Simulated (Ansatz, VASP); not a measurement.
**TaN: VASP beside Ansatz**

```xyz
2
Lattice="0.0000 2.2217 2.2217 2.2217 0.0000 2.2217 2.2217 2.2217 0.0000" Properties=species:S:1:pos:R:3 pbc="T T T"
Ta    2.2217    2.2217    2.2217
N     0.0000    0.0000    0.0000
```

Change from the starting cell: volume scaled by 1.06, crystal datasets.

Alike in both runs: task electric field gradients; functional PBE; k mesh 9 × 9 × 9; occupations fermi-dirac, width 0.02 eV; no spin polarisation.

|  | VASP | Ansatz |
| --- | --- | --- |
| version | VASP 6.6.1 | Ansatz 0.2.0 |
| potentials or method | VASP PAW PBE potentials, release 64 (Ta_pv, N), cutoff 520 eV | all-electron PAW with datasets made for the crystal, scalar-relativistic |

```tsv
	VASP	Ansatz	Ansatz less VASP
pressure (GPa)	-5.1	-5.6	-0.53
Vzz of the field gradient on the site that differs most (V/Å²)	0.0	0.0	0.00
```

Ansatz ran all-electron here, so the differences hold the error of VASP's frozen core and of both bases. Ansatz warned: «gradients_without_spin_orbit».

Spin-orbit coupling is left out, which matters for the levels of Ta.
